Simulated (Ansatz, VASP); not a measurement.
**Two plane-wave programs on B**

Contents of INCAR:

```
ALGO = Normal
EDIFF = 1E-6
ENCUT = 520
GGA = PS
ISIF = 2
ISMEAR = -1
LASPH = T
LCHARG = F
LREAL = F
LWAVE = F
NBANDS = 10
NELM = 100
PREC = Accurate
SIGMA = 0.08
```

KPOINTS

```
k-points
0
Gamma
  21 21 11
```

POSCAR

```
B
1.0
    1.6166186904      0.0000000000      0.0000000000
   -0.8083093452      1.4000328542      0.0000000000
    0.0000000000      0.0000000000      4.7114707119
B
2
Direct
    0.3333333333      0.6666666667      0.2500000000
    0.6666666667      0.3333333333      0.7500000000
```

Input for Ansatz:

```yaml
crystal:
  lattice:
    - [1.6166186904, 0.0, 0.0]
    - [-0.8083093452, 1.4000328542, 0.0]
    - [0.0, 0.0, 4.7114707119]
  atoms:
    - { symbol: B, position: [0.3333333333, 0.6666666667, 0.25] }
    - { symbol: B, position: [0.6666666667, 0.3333333333, 0.75] }
kpoints:
  mp_grid: { grid: [21, 21, 11] }
scf:
  occupations: { method: fermi_dirac, width: 0.08 }
hamiltonian:
  xc: pbesol
  pseudopotentials: { kind: paw }
output:
  forces: true
  stress: true
  eigenvalues: true
  populations: true
```

Change from the starting cell: volume scaled by 0.6, PAW files.

Alike in both runs: task single point; functional PBEsol; k mesh 21 × 21 × 11; occupations fermi-dirac, width 0.08 eV; no spin polarisation.

|  | VASP | Ansatz |
| --- | --- | --- |
| version | VASP 6.6.1 | Ansatz 0.2.0 |
| potentials or method | VASP PAW PBE potentials, release 64 (B) | PAW with Ansatz's default frozen-core files, scalar-relativistic |
| plane-wave cutoff (eV) | 520 | 420 |
| valence electrons in the cell | 6 | 6 |

```csv
,VASP,Ansatz,Ansatz less VASP
pressure (GPa),94.4,93.8,-0.64
largest component of the traceless stress (GPa),0.58,0.02,-0.556
```

Caveats: the cell as given lies far from equilibrium; so large a pressure means that the cell lies far from this level's equilibrium, or that cutoff or potentials fall short (VASP); the potentials were made for another functional, which shifts forces and pressure (VASP).
